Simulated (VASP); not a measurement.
Runs of VASP 6.6.1 on Be. All rows change the cell; the cell of one of them follows. The structure is tetragonal, space group I4/mmm (No. 139). The conventional cell has a = 2.469 Å, b = 2.469 Å, c = 2.506 Å, α = 90.00°, β = 90.00°, γ = 90.00°. Around Be (site symmetry 4/mmm) lie 12 Be at 2.15 to 2.47 Å. This isn't the form of Be at room conditions, which is hcp.

```csv
cell,gap on the mesh (eV),pressure (GPa)
"strain -0.015 along x and y, +0.000 along z, atoms carried along",none,2.2
"strain +0.030 along x and y, -0.015 along z, atoms carried along",none,(a)
"strain -0.015 along x and y, -0.015 along z, atoms carried along",none,4.2
"strain +0.015 along x and y, +0.000 along z, atoms carried along",none,-5.0
```

Alike in all rows: task single point; level PBEsol; potentials or basis VASP PAW PBE potentials, release 64 (Be); no spin polarisation; k mesh 26 × 26 × 26; cutoff (eV) 520; smearing gaussian 0.15 eV.

Task: Estimate the missing entries.

Result: (a) -6.1.

Caveats: the PAW data sets were made with another functional, which shifts forces and pressure a little.

A gap of «none» marks a metal or a gap under the smearing width.
